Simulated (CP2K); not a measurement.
## AlNi3: equation of state with PBEsol

Crystal: AlNi3.

```xyz
4
Lattice="3.5231 0.0000 0.0000 0.0000 3.5231 0.0000 0.0000 0.0000 3.5231" Properties=species:S:1:pos:R:3 pbc="T T T"
Ni    1.7615    1.7615    0.0000
Ni    1.7615    0.0000    1.7615
Ni    0.0000    1.7615    1.7615
Al    0.0000    0.0000    0.0000
```

The cell is a database's computed one.

```json
{"Program": "CP2K 2026.2", "Task": "equation of state", "Functional": "PBEsol", "Potentials or basis": "GTH_POTENTIALS Ni GTH-PBE-q18; POTENTIAL_UZH Al GTH-PBE-q3; TZVP-MOLOPT-SR-GTH, TZVP-MOLOPT-PBE-GTH basis", "Density cutoff": "8163 eV", "k mesh": "8 × 8 × 8", "Occupations": "fermi-dirac, width 0.05 eV", "Spin": "collinear spin, ferromagnetic start", "Starting moments": "[1.0, 1.0, 1.0, 0.0] μB", "SCF solver": "diagonalisation with k points", "Quickstep method": "GPW", "EPS_DEFAULT": "1.0E-10", "EPS_SCF": "1.0E-6", "MAX_SCF": "150", "SCF_GUESS": "ATOMIC", "k points reduced by the point group": "yes", "Mesh centred on Gamma": "yes", "CHOLESKY": "OFF", "EPS_EIGVAL": "1.0E-7", "MIXING METHOD": "PULAY_MIXING", "MIXING ALPHA": "0.4", "NBUFFER": "6", "NGRIDS": "4", "Basis sets": "Ni TZVP-MOLOPT-SR-GTH-q18, Al TZVP-MOLOPT-PBE-GTH-q3", "Potentials": "Ni GTH-PBE-q18 of GTH_POTENTIALS, Al GTH-PBE-q3 of POTENTIAL_UZH", "MULTIPLICITY of the start": "4", "ADDED_MOS": "[23, 26]", "REL_CUTOFF (Ry)": "60 Ry", "MIXING BETA (1/bohr)": "1.5 1/bohr", "CUTOFF of the grids": "600 Ry"}
```

```
Equilibrium volume                      : 10.96 Å³/atom
Bulk modulus                            : 201 GPa
Pressure derivative of the bulk modulus : 4.6
```

Energy against volume, from the lowest point:
```csv
volume (Å³/atom),energy (meV/atom)
10.276,29.81
10.495,13.20
10.713,3.50
10.932,0.00
11.151,2.04
11.369,9.04
11.588,20.48
```

All runs of the series together: 17 min on 3 threads of Arm Neoverse V1, with other jobs on the host.

Caveat: the potentials were made for another functional, which shifts forces and pressure; the basis of atomic orbitals isn't converged, which shifts pressures, moduli and gaps.
